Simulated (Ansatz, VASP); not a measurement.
## HfO2: VASP beside Ansatz

```
CELL_PARAMETERS angstrom
0.00000 2.42802 2.57057
2.42802 0.00000 2.57057
2.42802 2.42802 0.00000
ATOMIC_POSITIONS crystal
Hf 0.00000 0.00000 0.00000
O 0.25000 0.25000 0.25000
O 0.75000 0.75000 0.75000
```

Change from the starting cell: epitaxial_xy strain -4.0%.

Alike in both runs: task single point; functional PBE; k mesh 8 × 8 × 8; occupations fermi-dirac, width 0.02 eV; no spin polarisation.

|  | VASP | Ansatz |
| --- | --- | --- |
| version | VASP 6.6.1 | Ansatz 0.2.0 |
| potentials or method | VASP PAW PBE potentials, release 64 (Hf_pv, O) | plane waves, PAW |
| plane-wave cutoff (eV) | 520 | 420 |
| valence electrons in the cell | 22 | 38 |

```tsv
	VASP	Ansatz	Ansatz less VASP
gap on the k mesh at the Fermi level (eV)	3.29	3.27	-0.020
pressure (GPa)	21.9	26.3	+4.44
largest component of the traceless stress (GPa)	19.68	19.26	-0.420
```

The two sets of potentials don't hold the same shells in valence.

Caveats: so large a pressure means that the cell lies far from this level's equilibrium, or that cutoff or potentials fall short (VASP); spin-orbit coupling is left out, which moves the levels of the heavy elements. A k mesh can miss the band edges.
